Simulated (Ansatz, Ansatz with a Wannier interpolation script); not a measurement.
**Settings in Wannier-interpolated G0W0: AlN (P6_3mc)**

Aim: vary the Wannier model and the GW settings for AlN (P6_3mc) and see what the interpolated bands lose.

Calculated with Ansatz 0.2.0; maximally localised Wannier functions, LDA, plane waves, PAW; PAW set soft_1.

The database entry behind the starting cell differs from later determinations by our own check (inner coordinate u about 0.002 short), so it need not match the best structure at ambient conditions.

## 1. The starting structure

The structure is hexagonal, space group P6_3mc (No. 186). The conventional cell has a = 3.113 Å, b = 3.113 Å, c = 4.981 Å, α = 90.00°, β = 90.00°, γ = 120.00°. Al has 4 N at 1.89 Å nearest. Nearest to N lie 4 Al at 1.89 Å. Farther neighbours and most contacts between anions are not listed.

The cell and positions come from the Crystallography Open Database and are kept as given unless a step says otherwise.

## 2. Wannier model on 9×9×4

Localised functions give a small Hamiltonian that interpolates between mesh points at no cost.

The input, input.yaml:

```yaml
crystal:
  lattice:
    - [3.113, 0.0, 0.0]
    - [-1.5565, 2.69593708, 0.0]
    - [0.0, 0.0, 4.981]
  atoms:
    - { symbol: Al, position: [0.33333333, 0.66666667, 0.0] }
    - { symbol: Al, position: [0.66666667, 0.33333333, 0.5] }
    - { symbol: "N", position: [0.33333333, 0.66666667, 0.38] }
    - { symbol: "N", position: [0.66666667, 0.33333333, 0.88] }
kpoints:
  mp_grid: { grid: [9, 9, 4] }
hamiltonian:
  xc: lda
  pseudopotentials: { kind: paw, azcp: { folder: soft_1 }, xc_functional: pbe }
scf:
  occupations: { method: fixed }
  n_extra_bands: 30
output:
  wannier:
    kmesh: [9, 9, 4]
    projections:
      - { species: Al, l: s, shell: 3 }
      - { species: Al, l: p, shell: 3 }
      - { species: "N", l: p, shell: 2 }
    minimise: true
    write_hr: true
    seedname: w
    conv_tol: 1.0e-06
    max_iter: 20000
    stability_check: false
    disentanglement:
      window: [0.65, 23.6]
      frozen_window: [0.65, 14.05]
      conv_tol: 1.0e-08
```

Command:

```
$ ansatz run input.yaml --threads 3 --pin off --max-ram 92160MiB --backend cuda --events-out ev --progress --plain --runs-dir out --devices 1 --max-vram 13GiB
```

Numbers of over 12 decimals in the logs are rounded to 6 here.

What it wrote:

```text
scf.n_extra_bands = 30 over 8 filled bands (N_el = 16.0): the run solves 38 bands
GPUs: using 1 of 1 available (devices: 1).
Engine: ansatz 0.2.0, x86_64-unknown-linux-gnu
Pseudopotentials: kind: paw
Pseudopotential: Al, paw, valence charge 3, recommended cutoff 420 eV (normal), soft_1/Al.paw.azcp
Pseudopotential: N, paw, valence charge 5, recommended cutoff 420 eV (normal), soft_1/N.paw.azcp
Functional definition: SPW92
  exchange = slater_x
  correlation = pw_c
device memory: the entry about to start is reckoned to put 1.3 GiB on a device that reports 55.7 GiB free (of which the cap on the GPU budget leaves the run 13.0 GiB)
GPU FFT provider: cuFFT
GPU libraries: cuBLAS 13.8.2, cuFFT 12.4.0, cuSOLVER 12.3.4
Crystal: 4 atoms, lattice volume = 41.803 Å³
Basis set: ecut = 420 eV, 809 PW (Γ)
Bands: 38, of which v1, the nominal top of the filled ones, is band 8 counted from 1 (7 counted from 0)
Symmetry: 12 space group operations
Space group: P63mc (ITA 186), of the structure as read, at distance tolerance 3.5e-5 Å
k-points: 36 of 324 (time reversal used)
Non-local potential: Al, projectors of the file, l = 0: 2, l = 1: 2, l = 2: 1
Non-local potential: N, projectors of the file, l = 0: 2, l = 1: 2, l = 2: 1
PAW form: soft (Blöchl's): semilocal exchange-correlation on the pseudo side does not see the compensation charge
PAW frozen core: Al, regenerated for the run's functional, and the local potential with it (the file was generated under x = pbe(κ = 0.804, μ = 0.219515), c = pbe(β = 0.066725))
PAW frozen core: N, regenerated for the run's functional, and the local potential with it (the file was generated under x = pbe(κ = 0.804, μ = 0.219515), c = pbe(β = 0.066725))
PAW one-centre angular grid: Al, 110 points (default); XC on 64 Gauss nodes
PAW one-centre angular grid: N, 110 points (default); XC on 64 Gauss nodes
Initial density: superposition of atomic densities (chi_scale 0.1, normalization cell, long waves kept (reshape's long-wave potential 0.00 eV rms))
Initial wavefunctions: pseudopotential atomic-orbital guess
GPU buffer pool allocated for 20736 grid points (all kernels)
GPU transforms: local potential and band sums: pruned to the plane-wave sphere, on 24×24×36
Functional: x = slater, c = lda
SCF iter   1: F=—  HF=-1782.649581 eV  |F-HF|=—  |Δ(HF+E_count)|=         —  Δρ=1.33e-1  dr2=9.09e0  ethr=3.10e-3  ⟨swp⟩=4.1  Hψ=4966  notcnv=0  defer=847
preconditioner: auto → none  [insulator: Δε(μ)=5.617 eV  Ē_g=29.087 eV  n_scr=2 (ndim 8)  ℏωp=23.0 eV  f_vac=0.000  ε∞_Penn≈1.6]
SCF iter   2: F=—  HF=-1780.187704 eV  |F-HF|=—  |Δ(HF+E_count)|=    2.46e0  Δρ=7.70e-2  dr2=1.52e0  ethr=3.10e-3  ⟨swp⟩=2.2  Hψ=2173  notcnv=0  defer=885
SCF iter   3: F=—  HF=-1779.736256 eV  |F-HF|=—  |Δ(HF+E_count)|=   4.51e-1  Δρ=2.19e-2  dr2=1.06e-1  ethr=3.10e-3  ⟨swp⟩=2.1  Hψ=1593  notcnv=0  defer=991
SCF iter   4: F=—  HF=-1779.697279 eV  |F-HF|=—  |Δ(HF+E_count)|=   3.90e-2  Δρ=8.08e-4  dr2=8.09e-5  ethr=6.65e-4  ⟨swp⟩=2.0  Hψ=765  notcnv=0  defer=1008
SCF iter   5: F=—  HF=-1779.697235 eV  |F-HF|=—  |Δ(HF+E_count)|=   4.38e-5  Δρ=2.68e-4  dr2=9.94e-6  ethr=5.06e-7  ⟨swp⟩=2.1  Hψ=922  notcnv=0  defer=959
SCF iter   6: F=-1779.697228 eV  HF=-1779.697228 eV  |F-HF|=3.27e-8  |Δ(HF+E_count)|=   7.14e-6  Δρ=1.96e-5  dr2=7.94e-8  ethr=6.25e-10  ⟨swp⟩=8.5  Hψ=9957  notcnv=0
SCF 1 converged in 6 iterations: F = -1779.697228 eV  dr2 = 7.94e-8
[...]
device memory: the entry about to start is reckoned to put 1.8 GiB on a device that reports 55.8 GiB free (of which the cap on the GPU budget leaves the run 13.0 GiB)
NSCF: frozen V_eff on 36 k-points
[...]
device memory: the entry about to start is reckoned to put 1.3 GiB on a device that reports 56.3 GiB free (of which the cap on the GPU budget leaves the run 13.0 GiB)
NSCF: frozen V_eff on 40 k-points, pencils in batches of 32, up to order 152
the Wannier pass solved 40 of the 324 points of its mesh, and has the states at the others by symmetry: states obtained by the crystal's operations at points that were solved too leave a residual of 1.88e-13 eV (read by the count's bands and the next), within 6.67e-6 eV
SCF converged after 6 iterations
Free energy (F): -1779.697228 eV
Harris-Foulkes:  -1779.697228 eV  (|F-HF|=3.27e-8)
Internal energy: -1779.697228 eV  (E = F + TS)
E sigma→0 (E₀):  -1779.697228 eV
Fermi energy:    6.814649 eV
--- Per-component energies (eV) ---
  E_band       = 26.153452
  E_kinetic    = 311.958897
  E_local      = -422.109477  (includes V_loc(G=0)·N_el)
  E_nonlocal   = 92.979381
  E_hartree    = 153.606664
  E_xc         = -195.770261
  E_vxc        = -213.080044  (∫ρ·V_xc dr)
  E_paw        = -1128.972378  (= ΣΔE_a)
  E_vpaw       = -50.814891  (= ΣTr[D̂ρ^β])
  E_aug_tail   = 0.001695  (compensation charges beyond the density's cutoff)
  E_ewald      = -591.663271
  E_core_change = 0.271521  (= ΣΔE_core)
  E_smearing   = -0.000000  (= −TS)
  E_closure    = 0.000000  (closes the sum)
  Σ components = -1779.697228   (vs F -1779.697228, Δ=0.00e0)
--- Band table (eV; the first three rows and the last of 36) ---
  k-point 0: bands = [... 4 lower, 5.9824, 6.6364, 6.6364, 6.8146, 11.0521, 13.3701, 17.2930, 17.7869, ... 26 higher]
  k-point 1: bands = [... 4 lower, 6.0734, 6.0734, 6.5356, 6.5356, 11.9827, 13.5021, 16.9571, 17.7585, ... 26 higher]
  k-point 2: bands = [... 4 lower, 6.2995, 6.2995, 6.2995, 6.2995, 13.2354, 13.2354, 16.9890, 16.9890, ... 26 higher]
  k-point 35: bands = [... 4 lower, 2.9566, 2.9566, 6.0301, 6.0301, 14.1195, 14.1195, 14.5603, 14.5603, ... 26 higher]
Wannier search: line search 1 of at most 20000: gauge-dependent spread (as the search counts it) 8.6117060 Å², largest recent change 2.0e0 Å² against conv_tol 1.0e-6 Å², 0 stops escaped
```

It took 13 s on 1 × NVIDIA H100 80GB HBM3 (shared by 6 runs) with 3 threads of AMD EPYC 7R13 (Zen 3), shared host; peak memory 0.97 GiB.

Reading the cycles: dr2 is the Hartree energy of the density residual (eV), the measure of convergence; HF is the Harris–Foulkes estimate of the energy, which meets the free energy F at convergence.

This step gave:

* gauge-invariant spread: 19.09 Å²
* diagonal spread: 0.1658 Å²
* off-diagonal spread: 3.995 Å²
* total spread: 23.25 Å²
* least projectability: 0.2013
* localisation steps: 57
* disentanglement steps: 156
* r.m.s. interpolation error: 0.003068 eV
* r.m.s. error near the gap: 0.003894 eV

Near the gap the model misses directly solved bands by 3.9 meV r.m.s. and by 39 meV at most in the window tested. This tests the starting bands, not the corrections carried with them.

## 3. A faulty Wannier input

Changes to input.yaml since step 2:

```diff
@@ -21,6 +21,3 @@
     kmesh: [9, 9, 4]
-    projections:
-      - { species: Al, l: s, shell: 3 }
-      - { species: Al, l: p, shell: 3 }
-      - { species: "N", l: p, shell: 2 }
+    projections: [{ species: "N", l: p, shell: 2 }]
     minimise: true
```

What it wrote:

```text
scf.n_extra_bands = 30 over 8 filled bands (N_el = 16.0): the run solves 38 bands
GPUs: using 1 of 1 available (devices: 1).
[... 7 set-up lines as in the run before ...]
device memory: the entry about to start is reckoned to put 1.3 GiB on a device that reports 56.8 GiB free (of which the cap on the GPU budget leaves the run 13.0 GiB)
GPU FFT provider: cuFFT
GPU libraries: cuBLAS 13.8.2, cuFFT 12.4.0, cuSOLVER 12.3.4
Crystal: 4 atoms, lattice volume = 41.803 Å³
Basis set: ecut = 420 eV, 809 PW (Γ)
Bands: 38, of which v1, the nominal top of the filled ones, is band 8 counted from 1 (7 counted from 0)
[... 2 set-up lines as in the run before ...]
k-points: 36 of 324 (time reversal used)
[... 4 set-up lines as in the run before ...]
[...]
NSCF: frozen V_eff on 40 k-points, pencils in batches of 32, up to order 152
the Wannier pass solved 40 of the 324 points of its mesh, and has the states at the others by symmetry: states obtained by the crystal's operations at points that were solved too leave a residual of 1.88e-13 eV (read by the count's bands and the next), within 6.67e-6 eV
SCF converged after 6 iterations
Free energy (F): -1779.697228 eV
Harris-Foulkes:  -1779.697228 eV  (|F-HF|=3.27e-8)
Internal energy: -1779.697228 eV  (E = F + TS)
E sigma→0 (E₀):  -1779.697228 eV
Fermi energy:    6.814649 eV
--- Per-component energies (eV) ---
  E_band       = 26.153452
  E_kinetic    = 311.958897
  E_local      = -422.109477  (includes V_loc(G=0)·N_el)
  E_nonlocal   = 92.979381
  E_hartree    = 153.606664
  E_xc         = -195.770261
  E_vxc        = -213.080044  (∫ρ·V_xc dr)
  E_paw        = -1128.972378  (= ΣΔE_a)
  E_vpaw       = -50.814891  (= ΣTr[D̂ρ^β])
  E_aug_tail   = 0.001695  (compensation charges beyond the density's cutoff)
  E_ewald      = -591.663271
  E_core_change = 0.271521  (= ΣΔE_core)
  E_smearing   = -0.000000  (= −TS)
  E_closure    = 0.000000  (closes the sum)
  Σ components = -1779.697228   (vs F -1779.697228, Δ=0.00e0)
--- Band table (eV; the first three rows and the last of 36) ---
  k-point 0: bands = [... 4 lower, 5.9824, 6.6364, 6.6364, 6.8146, 11.0521, 13.3701, 17.2930, 17.7869, ... 26 higher]
  k-point 1: bands = [... 4 lower, 6.0734, 6.0734, 6.5356, 6.5356, 11.9827, 13.5021, 16.9571, 17.7585, ... 26 higher]
  k-point 2: bands = [... 4 lower, 6.2995, 6.2995, 6.2995, 6.2995, 13.2354, 13.2354, 16.9890, 16.9890, ... 26 higher]
  k-point 35: bands = [... 4 lower, 2.9566, 2.9566, 6.0301, 6.0301, 14.1195, 14.1195, 14.5603, 14.5603, ... 26 higher]
WARN: one of the run's output files is refused, and neither it nor the files that depend on it are written in full: <dir> frozen window holds 8 > num_wann = 6 bands at ik = 0 (ik counts from 0, the k-points of the .win, .mmn and .eig files from 1)
```

Run time: 11 s. Hardware: 1 × NVIDIA H100 80GB HBM3 (shared by 6 runs) with 3 threads; peak memory 0.9 GiB.

The run ended with an error after its SCF cycle had converged; no result of it is taken.

The fault put into this input: trial orbitals that do not span the target bands.

## 4. G0W0: 9×9×4 mesh, 192 empty bands, screening to 160 eV, PAW set soft_1 files

G0W0 replaces the xc potential by the self-energy, built once from these orbitals. Only a window of levels is corrected, while the sums run over the empty bands that the input names.

This step: G0W0 on LDA, plane waves, PAW; PAW set soft_1.

input.yaml, the sections that differ from step 3:

```yaml
scf:
  occupations: { method: fixed }
gw:
  n_empty_bands: 192
  ecut_chi: 160.0
  qp_bands: [v6, c2]
  screening: { model: contour_deformation }
# crystal, kpoints, hamiltonian: as in step 3
# output: removed
```

What it wrote:

```text
GPUs: using 1 of 1 available (devices: 1).
[...]
GPU FFT provider: cuFFT
GPU libraries: cuBLAS 13.8.2, cuFFT 12.4.0, cuSOLVER 12.3.4
Crystal: 4 atoms, lattice volume = 41.803 Å³
Basis set: ecut = 420 eV, 809 PW (Γ)
Bands: 12, of which v1, the nominal top of the filled ones, is band 8 counted from 1 (7 counted from 0)
[... 1 set-up line as in the run before ...]
[...]
k-points: 36 of 324 (time reversal used)
[...]
0    10     13.3701    -8.0559    -4.5202   -13.6564  0.8218    14.4596    14.4505  root
[...]
35     7      6.0301   -21.6958     3.1541   -17.6519  0.7768     5.1324     5.1402  root
    35     8      6.0301   -21.6958     3.1541   -17.6519  0.7768     5.1324     5.1402  root
    35     9     14.1195    -6.9202    -4.7389   -12.6642  0.8034    15.1348    15.1246  root
    35    10     14.1195    -6.9202    -4.7389   -12.6642  0.8034    15.1348    15.1246  root
[key lines of the parts left out:]
SCF converged after 6 iterations
Free energy (F): -1779.697228 eV
Fermi energy:    6.814677 eV
```

Run time: 93 s. Hardware: 1 × NVIDIA H100 80GB HBM3 (shared by 6 runs) with 3 threads; peak memory 1.3 GiB.

The G0W0 gap on the mesh is 5.888 eV.

## 5. G0W0: 3×3×2 mesh, 192 empty bands, screening to 160 eV, PAW set soft_1 files

Changes to input.yaml since step 4:

```diff
@@ -11,3 +11,3 @@
 kpoints:
-  mp_grid: { grid: [9, 9, 4] }
+  mp_grid: { grid: [3, 3, 2] }
 hamiltonian:
```

What it wrote:

```text
GPUs: using 1 of 1 available (devices: 1).
[...]
GPU FFT provider: cuFFT
GPU libraries: cuBLAS 13.8.2, cuFFT 12.4.0, cuSOLVER 12.3.4
Crystal: 4 atoms, lattice volume = 41.803 Å³
Basis set: ecut = 420 eV, 809 PW (Γ)
Bands: 12, of which v1, the nominal top of the filled ones, is band 8 counted from 1 (7 counted from 0)
[... 1 set-up line as in the run before ...]
[...]
k-points: 6 of 18
[...]
0    10     13.3816    -7.7736    -4.8287   -13.6427  0.8122    14.4324    14.4220  root
[...]
5     7      6.0813   -21.8014     3.3093   -17.6408  0.7728     5.2222     5.2300  root
     5     8      6.0813   -21.8014     3.3093   -17.6408  0.7728     5.2222     5.2300  root
     5     9     14.1424    -6.9216    -4.8146   -12.6609  0.7995    15.0765    15.0671  root
     5    10     14.1424    -6.9216    -4.8146   -12.6609  0.7995    15.0765    15.0671  root
[key lines of the parts left out:]
SCF converged after 6 iterations
Free energy (F): -1779.507803 eV
Fermi energy:    6.868408 eV
```

Elapsed: 7.3 s, on 1 × NVIDIA H100 80GB HBM3 (shared by 6 runs) with 3 threads; peak memory 1 GiB; 7.3 s of CPU time.

The G0W0 gap on the mesh is 5.802 eV.

## 6. G0W0: 9×9×4 mesh, 89 empty bands, screening to 96 eV, PAW set soft_1 files

Changes to input.yaml since step 5:

```diff
@@ -11,3 +11,3 @@
 kpoints:
-  mp_grid: { grid: [3, 3, 2] }
+  mp_grid: { grid: [9, 9, 4] }
 hamiltonian:
@@ -18,4 +18,4 @@
 gw:
-  n_empty_bands: 192
-  ecut_chi: 160.0
+  n_empty_bands: 89
+  ecut_chi: 96
   qp_bands: [v6, c2]
```

What it wrote:

```text
GPUs: using 1 of 1 available (devices: 1).
[...]
GPU FFT provider: cuFFT
GPU libraries: cuBLAS 13.8.2, cuFFT 12.4.0, cuSOLVER 12.3.4
Crystal: 4 atoms, lattice volume = 41.803 Å³
Basis set: ecut = 420 eV, 809 PW (Γ)
Bands: 12, of which v1, the nominal top of the filled ones, is band 8 counted from 1 (7 counted from 0)
[... 1 set-up line as in the run before ...]
[...]
k-points: 36 of 324 (time reversal used)
[...]
0    10     13.3701    -8.0559    -4.3898   -13.6564  0.8231    14.5924    14.5809  root
[...]
35     7      6.0301   -21.6958     3.4451   -17.6519  0.7803     5.4278     5.4313  root
    35     8      6.0301   -21.6958     3.4451   -17.6519  0.7803     5.4278     5.4313  root
    35     9     14.1195    -6.9202    -4.5637   -12.6642  0.8048    15.3142    15.2998  root
    35    10     14.1195    -6.9202    -4.5637   -12.6642  0.8048    15.3142    15.2998  root
[key lines of the parts left out:]
SCF converged after 6 iterations
Free energy (F): -1779.697228 eV
Fermi energy:    6.814677 eV
```

The job ended after 47 s (1 × NVIDIA H100 80GB HBM3 (shared by 6 runs) with 3 threads; peak memory 1.1 GiB; 77 s of CPU time).

The G0W0 gap on the mesh is 5.739 eV.

## 7. G0W0: 9×9×4 mesh, 192 empty bands, screening to 160 eV, plasmon pole, PAW set soft_1 files

Changes to input.yaml since step 6:

```diff
@@ -18,5 +18,5 @@
 gw:
-  n_empty_bands: 89
-  ecut_chi: 96
+  n_empty_bands: 192
+  ecut_chi: 160.0
   qp_bands: [v6, c2]
-  screening: { model: contour_deformation }
+  screening: { model: godby_needs }
```

What it wrote:

```text
GPUs: using 1 of 1 available (devices: 1).
[...]
GPU FFT provider: cuFFT
GPU libraries: cuBLAS 13.8.2, cuFFT 12.4.0, cuSOLVER 12.3.4
Crystal: 4 atoms, lattice volume = 41.803 Å³
Basis set: ecut = 420 eV, 809 PW (Γ)
Bands: 12, of which v1, the nominal top of the filled ones, is band 8 counted from 1 (7 counted from 0)
[... 1 set-up line as in the run before ...]
[...]
k-points: 36 of 324 (time reversal used)
[...]
0    10     13.3701    -8.0559    -4.4783   -13.6564  0.8266    14.4993    14.4923  root
[...]
35     7      6.0301   -21.6958     3.2556   -17.6519  0.7855     5.2378     5.2417  root
    35     8      6.0301   -21.6958     3.2556   -17.6519  0.7855     5.2378     5.2417  root
    35     9     14.1195    -6.9202    -4.6616   -12.6642  0.8139    15.2092    15.2019  root
    35    10     14.1195    -6.9202    -4.6616   -12.6642  0.8139    15.2092    15.2019  root
[key lines of the parts left out:]
SCF converged after 6 iterations
Free energy (F): -1779.697228 eV
Fermi energy:    6.814677 eV
```

The job ended after 2 min (1 × NVIDIA H100 80GB HBM3 (shared by 6 runs) with 3 threads; peak memory 3 GiB; 3.9 min of CPU time).

The G0W0 gap on the mesh is 5.821 eV.

## 8. Interpolated results

Times are wall times on 1 × NVIDIA H100 80GB HBM3 (shared by 6 runs) with 3 threads of AMD EPYC 7R13 (Zen 3), shared host, good to a factor of about two.

```
GW mesh  empty bands  cutoff (eV)            frequency  gap on mesh (eV)  gap over zone (eV)  direct gap (eV)  valence width (eV)  GW time
  9×9×4          192          160  contour deformation             5.888               5.888            5.888               6.259     93 s
  3×3×2          192          160  contour deformation             5.802               5.826            5.826               6.299    7.3 s
  9×9×4           89           96  contour deformation             5.739               5.739            5.739               6.434     47 s
  9×9×4          192          160         plasmon pole             5.821               5.821            5.821               6.511    2 min
```

## 9. Summary of results

| Quantity | Value |
| --- | --- |
| 9×9×4 mesh, 192 empty bands, screening to 160 eV, PAW set soft_1 files | 5.89 eV |
| 3×3×2 mesh, 192 empty bands, screening to 160 eV, PAW set soft_1 files | 5.83 eV |
| 9×9×4 mesh, 89 empty bands, screening to 96 eV, PAW set soft_1 files | 5.74 eV |
| 9×9×4 mesh, 192 empty bands, screening to 160 eV, plasmon pole, PAW set soft_1 files | 5.82 eV |

The largest change, −0.15 eV in the gap over the zone, comes with 9×9×4 mesh, 89 empty bands, screening to 96 eV, PAW set soft_1 files. The first run is a reference, not a converged one, and where a row moves several settings no single cause can be named. Rows on another GW mesh add that mesh's corrections to the bands of the one model. With 3×3×2 mesh, 192 empty bands, screening to 160 eV, PAW set soft_1 files the gap over the zone moves by −0.06 eV and that on the mesh by −0.09 eV. With 9×9×4 mesh, 89 empty bands, screening to 96 eV, PAW set soft_1 files the gap over the zone moves by −0.15 eV and that on the mesh by −0.15 eV. With 9×9×4 mesh, 192 empty bands, screening to 160 eV, plasmon pole, PAW set soft_1 files the gap over the zone moves by −0.07 eV and that on the mesh by −0.07 eV. Gaps over the zone and on the mesh differ where an edge lies off the mesh, or where a GW run starts from another density: the starting gap over the zone is 4.238 eV, on the GW meshes it is 4.237 eV and 4.213 eV.

[Paths, hosts, dates, memory and timing lines, banners, echoed tables and standing remarks are left out of the program output.]

[Logs are printed without paths, hosts, clocks, repeated set-up lines and the standing remarks that a program may print on its own settings, such as how far it seeks lower states.]

[Runs of the session that timed out or met a known fault of the program may be left out.]

[Hosts, paths, dates, database ids (printed as entryN), source tags and the programs' standing remarks are cut or masked in the printed files.]
